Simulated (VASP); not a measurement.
# Be (P6_3/mmc) in VASP: notebook, part 2 of 2

VASP 6.6.1. The steps go on from the part before.

## Step 5: Single point, LDA

File INCAR:

```
  ADDGRID = F
  ALGO = Normal
  EDIFF = 1E-6
  ENCUT = 460
  GGA = CA
  ISIF = 2
  ISMEAR = 1
  LASPH = F
  LCHARG = F
  LREAL = F
  LWAVE = F
  NELM = 100
  PREC = Accurate
  SIGMA = 0.2
```

File KPOINTS:

```
k-points
0
Gamma
  6 6 4
```

File POSCAR:

```
Be
1.0
    2.2853000000      0.0000000000      0.0000000000
   -1.1426500000      1.9791278553      0.0000000000
    0.0000000000      0.0000000000      3.5842000000
Be
2
Direct
    0.6666666667      0.3333333333      0.7500000000
    0.3333333333      0.6666666667      0.2500000000
```

Potentials or basis: VASP PAW LDA potentials, release 64 (Be).

Started as:

```bash
> cat potpaw_LDA.64/Be/POTCAR > POTCAR
> mpirun -np 1 vasp_std > vasp.out
```

OUTCAR:

```text
EDIFF = 1E-6
   ENCUT = 460
   GGA = CA
   ISIF = 2
   ISMEAR = 1
   LASPH = F
   LREAL = F
   NELM = 100
   PREC = Accurate

 Found     21 irreducible k-points:

 Following reciprocal coordinates:
            Coordinates               Weight
  0.000000  0.000000  0.000000      1.000000
  0.166667  0.000000  0.000000      6.000000
  0.333333  0.000000  0.000000      6.000000
  0.500000  0.000000  0.000000      3.000000
  0.166667  0.166667  0.000000      6.000000
  0.333333  0.166667  0.000000     12.000000
   k-points           NKPTS =     21   k-points in BZ     NKDIM =     21   number of bands    NBANDS=      6
   number of dos      NEDOS =    301   number of ions     NIONS =      2
   total plane-waves  NPLWV =   7168
   dimension x,y,z NGX =    16 NGY =   16 NGZ =   28
   dimension x,y,z NGXF=    32 NGYF=   32 NGZF=   56
   ions per type =               2
   NGX,Y,Z   is equivalent  to a cutoff of  11.64, 11.64, 12.99 a.u.
   NGXF,Y,Z  is equivalent  to a cutoff of  23.28, 23.28, 25.97 a.u.
 SYSTEM =  unknown system
   PREC   = accura    normal or accurate (medium, high low for compatibility)
   ISTART =      0    job   : 0-new  1-cont  2-samecut
   ICHARG =      2    charge: 1-file 2-atom 10-const
   ISPIN  =      1    spin polarized calculation?
[... 51 lines left out ...]
  free energy    TOTEN  =        -8.33338798 eV

  energy without entropy =       -8.33542187  energy(sigma->0) =       -8.33406595

 E-fermi :   5.9227     XC(G=0): -10.5389

 val. band max:        5.7575629473   @ k =   0.3333   0.1667   0.0000
 cond. band min:       6.2935231778   @ k =   0.3333   0.0000   0.0000
 fundamental gap:      0.5359602305
 Fermi energy:         5.9227278464

 k-point     1 :       0.0000    0.0000    0.0000
  band No.  band energies     occupation
      1      -4.4942      2.00000
      2       2.2592      2.00000
      3       7.7850     -0.00000
      4      21.9221      0.00000
      5      21.9221      0.00000
      6      24.7249      0.00000
[... 37 lines left out ...]
 k-point     6 :       0.3333    0.1667    0.0000
  band No.  band energies     occupation
      1       0.9298      2.00000
      2       5.7576      1.99273
      3       9.1712     -0.00000
      4      10.3671      0.00000
      5      13.5252      0.00000
      6      15.5421      0.00000

 [... further k-points ...]
[... 5 lines left out ...]
  --------------------------------------------------------------------------------------
  -------------------------------------------------------------------------------------
  Total       -0.3697264     -0.3697264     -1.5452354      0.0000000     -0.0000000      0.0000000
  in kB      -36.5411103    -36.5411103   -152.7200027      0.0000000     -0.0000000      0.0000000
  external PRESSURE =     -75.2674078 kB  Pullay stress =       0.0000000 kB

 VOLUME and BASIS-vectors are now :
 -----------------------------------------------------------------------------
  energy-cutoff  :      460.00
  volume of cell :       16.21
      direct lattice vectors                 reciprocal lattice vectors
     2.285300000  0.000000000  0.000000000     0.437579311  0.252636533  0.000000000
    -1.142650000  1.979127855  0.000000000     0.000000000  0.505273066  0.000000000
     0.000000000  0.000000000  3.584200000     0.000000000  0.000000000  0.279002288

 POSITION                                       TOTAL-FORCE (eV/Angst)
 -----------------------------------------------------------------------------------
      1.14265      0.65971      2.68815         0.000000     -0.000000      0.000000
     -0.00000      1.31942      0.89605        -0.000000      0.000000      0.000000
 -----------------------------------------------------------------------------------
    total drift:                                0.000000     -0.000000      0.000000

  FREE ENERGIE OF THE ION-ELECTRON SYSTEM (eV)
  ---------------------------------------------------
  free  energy   TOTEN  =        -8.3333879847 eV

  energy  without entropy=       -8.3354218707  energy(sigma->0) =       -8.33406595
```

OSZICAR:

```text
N       E                     dE             d eps       ncg     rms          rms(c)
DAV:   1    -0.546487648736E+01   -0.54649E+01   -0.15649E+03   258   0.491E+02
DAV:   2    -0.836893882132E+01   -0.29041E+01   -0.28120E+01   396   0.391E+01
DAV:   3    -0.837924674128E+01   -0.10308E-01   -0.10309E-01   300   0.269E+00
DAV:   4    -0.837924913450E+01   -0.23932E-05   -0.23929E-05   372   0.454E-02
DAV:   5    -0.837924913472E+01   -0.22507E-09   -0.54775E-09   294   0.404E-04    0.121E+00
DAV:   6    -0.834813604158E+01    0.31113E-01   -0.21975E-03   288   0.417E-01    0.734E-01
DAV:   7    -0.833339901377E+01    0.14737E-01   -0.38983E-03   282   0.537E-01    0.172E-02
DAV:   8    -0.833338897542E+01    0.10038E-04   -0.10390E-05   354   0.362E-02    0.507E-03
DAV:   9    -0.833338798467E+01    0.99075E-06   -0.48497E-07   204   0.791E-03
   1 F= -.83333880E+01 E0= -.83340659E+01  d E =0.203389E-02
```

It took 0.8 s on 1 thread of AMD EPYC 9R45 (Zen 5), shared host; peak memory 0.07 GiB.

The run converged, but some of its settings lie outside the range that counts as converged, so its numbers aren't taken as properties of the crystal.

Results:

| Property | Result |
| --- | --- |
| Free energy | -8.3334 eV |
| Pressure | -7.5 GPa |
| Band gap on the k mesh | none (metal or under the smearing width) |

Caveat: the k mesh is coarse (spacing up to 0.53 Å⁻¹), so the values aren't converged.

## Step 6: Single point, LDA

INCAR is that of step 5.

KPOINTS is that of step 5.

File POSCAR:

```
Be
1.0
    2.2853000000      0.0000000000      0.0000000000
   -1.1426500000      1.9791278553      0.0000000000
    0.0000000000      0.0000000000      3.5842000000
Be
2
Direct
    0.6556040000      0.3139550000      0.7387090000
    0.3030700000      0.6820070000      0.2728280000
```

Potentials or basis: VASP PAW LDA potentials, release 64 (Be).

Started as:

```bash
> cat potpaw_LDA.64/Be/POTCAR > POTCAR
> mpirun -np 1 vasp_std > vasp.out
```

OUTCAR:

```text
EDIFF = 1E-6
   ENCUT = 460
   GGA = CA
   ISIF = 2
   ISMEAR = 1
   LASPH = F
   LREAL = F
   NELM = 100
   PREC = Accurate

 Found     76 irreducible k-points:

 Following reciprocal coordinates:
            Coordinates               Weight
  0.000000  0.000000  0.000000      1.000000
  0.166667  0.000000  0.000000      2.000000
  0.000000  0.166667  0.000000      2.000000
 -0.166667  0.166667  0.000000      2.000000
  0.333333  0.000000  0.000000      2.000000
  0.000000  0.333333  0.000000      2.000000
   k-points           NKPTS =     76   k-points in BZ     NKDIM =     76   number of bands    NBANDS=      6
   number of dos      NEDOS =    301   number of ions     NIONS =      2
   total plane-waves  NPLWV =   7168
   dimension x,y,z NGX =    16 NGY =   16 NGZ =   28
   dimension x,y,z NGXF=    32 NGYF=   32 NGZF=   56
   ions per type =               2
   NGX,Y,Z   is equivalent  to a cutoff of  11.64, 11.64, 12.99 a.u.
   NGXF,Y,Z  is equivalent  to a cutoff of  23.28, 23.28, 25.97 a.u.
 SYSTEM =  unknown system
   PREC   = accura    normal or accurate (medium, high low for compatibility)
   ISTART =      0    job   : 0-new  1-cont  2-samecut
   ICHARG =      2    charge: 1-file 2-atom 10-const
   ISPIN  =      1    spin polarized calculation?
   LNONCOLLINEAR =      F non collinear calculations
   LSORBIT =      F    spin-orbit coupling
   LASPH  =      F    aspherical Exc in radial PAW
   ENCUT  =  460.0 eV  33.81 Ry    5.81 a.u.   4.00  4.00  6.27*2*pi/ulx,y,z
   NELM   =    100;   NELMIN=  2; NELMDL= -5     # of ELM steps
   EDIFF  = 0.1E-05   stopping-criterion for ELM
[... 30 lines left out ...]
 non-spin polarized calculation
 Methfessel and Paxton  Order N= 1 SIGMA  =   0.20
  energy-cutoff  :      460.00
  volume of cell :       16.21
 maximum number of plane-waves:       373
   NGX =  7   NGY =  7   NGZ = 13

 number of electron       4.0000000 magnetization

 Free energy of the ion-electron system (eV)
  ---------------------------------------------------
  ext. energy  EPLUGINS =         0.00000000
  ---------------------------------------------------
  free energy    TOTEN  =        -8.26151738 eV

  energy without entropy =       -8.26309955  energy(sigma->0) =       -8.26204477

 E-fermi :   6.1340     XC(G=0): -10.5311

 val. band max:        5.9450703087   @ k =  -0.3333   0.5000   0.0000
 cond. band min:       6.2713516283   @ k =  -0.3333   0.3333   0.0000
 fundamental gap:      0.3262813196
 Fermi energy:         6.1339515522

 k-point     1 :       0.0000    0.0000    0.0000
  band No.  band energies     occupation
      1      -4.5054      2.00000
      2       2.2959      2.00000
      3       7.6991     -0.00000
      4      21.5232      0.00000
      5      22.2671      0.00000
      6      24.1533      0.00000

 k-point     2 :       0.1667    0.0000    0.0000
  band No.  band energies     occupation
      1      -3.7313      2.00000
      2       3.3171      2.00000
      3       7.8624     -0.00000
      4      17.4308      0.00000
      5      19.2355      0.00000
      6      24.0648      0.00000

 k-point     3 :       0.0000    0.1667    0.0000
  band No.  band energies     occupation
      1      -3.7316      2.00000
      2       3.3187      2.00000
      3       7.8528     -0.00000
      4      17.4572      0.00000
      5      19.2366      0.00000
      6      24.1497      0.00000

 k-point     4 :      -0.1667    0.1667    0.0000
  band No.  band energies     occupation
      1      -3.7302      2.00000
      2       3.3083      2.00000
      3       7.9165     -0.00000
      4      17.3043      0.00000
      5      19.0513      0.00000
      6      24.2539      0.00000

 k-point     5 :       0.3333    0.0000    0.0000
  band No.  band energies     occupation
      1      -1.4129      2.00000
      2       6.3365     -0.05279
      3       6.9168     -0.00000
      4      12.8987      0.00000
      5      16.5532      0.00000
      6      18.4359      0.00000

 k-point     6 :       0.0000    0.3333    0.0000
  band No.  band energies     occupation
      1      -1.4117      2.00000
      2       6.3488     -0.06241
      3       6.8628     -0.00000
      4      13.0060      0.00000
      5      16.5416      0.00000
      6      18.3731      0.00000

 [... further k-points ...]
[... 5 lines left out ...]
  --------------------------------------------------------------------------------------
  -------------------------------------------------------------------------------------
  Total       -0.4302611     -0.2118162     -1.1943677      0.1343986      0.1083592     -0.1167268
  in kB      -42.5239269    -20.9343978   -118.0427488     13.2829964     10.7094509    -11.5364375
  external PRESSURE =     -60.5003579 kB  Pullay stress =       0.0000000 kB

 VOLUME and BASIS-vectors are now :
 -----------------------------------------------------------------------------
  energy-cutoff  :      460.00
  volume of cell :       16.21
      direct lattice vectors                 reciprocal lattice vectors
     2.285300000  0.000000000  0.000000000     0.437579311  0.252636533  0.000000000
    -1.142650000  1.979127855  0.000000000     0.000000000  0.505273066  0.000000000
     0.000000000  0.000000000  3.584200000     0.000000000  0.000000000  0.279002288

 POSITION                                       TOTAL-FORCE (eV/Angst)
 -----------------------------------------------------------------------------------
      1.13951      0.62136      2.64768        -0.275301      0.255036      0.864208
     -0.08669      1.34978      0.97787         0.275301     -0.255036     -0.864208
 -----------------------------------------------------------------------------------
    total drift:                                0.000000      0.000000      0.000000

  FREE ENERGIE OF THE ION-ELECTRON SYSTEM (eV)
  ---------------------------------------------------
  free  energy   TOTEN  =        -8.2615173827 eV

  energy  without entropy=       -8.2630995546  energy(sigma->0) =       -8.26204477
```

Run time: 1.9 s. Hardware: 1 thread of AMD EPYC 9R45 (Zen 5), shared host; peak memory 0.08 GiB.

These settings aren't checked as converged: the numbers below hold their error.

Results:

| Property | Result |
| --- | --- |
| Free energy | -8.2615 eV |
| Pressure | -6.1 GPa |
| Largest force | 0.942 eV/Å |
| Band gap on the k mesh | none (metal or under the smearing width) |

Caveat: the k mesh is coarse (spacing up to 0.53 Å⁻¹), so the values aren't converged.

## Step 7: The reference run

An earlier run on the cell as given: functional PBE; potentials or basis VASP PAW PBE potentials, release 64 (Be); cutoff 520 eV; k mesh 13 × 13 × 8; occupations fermi-dirac, width 0.05 eV; no spin polarisation.

- Pressure: -2.7 GPa
- Band gap on the k mesh: none (metal or under the smearing width)
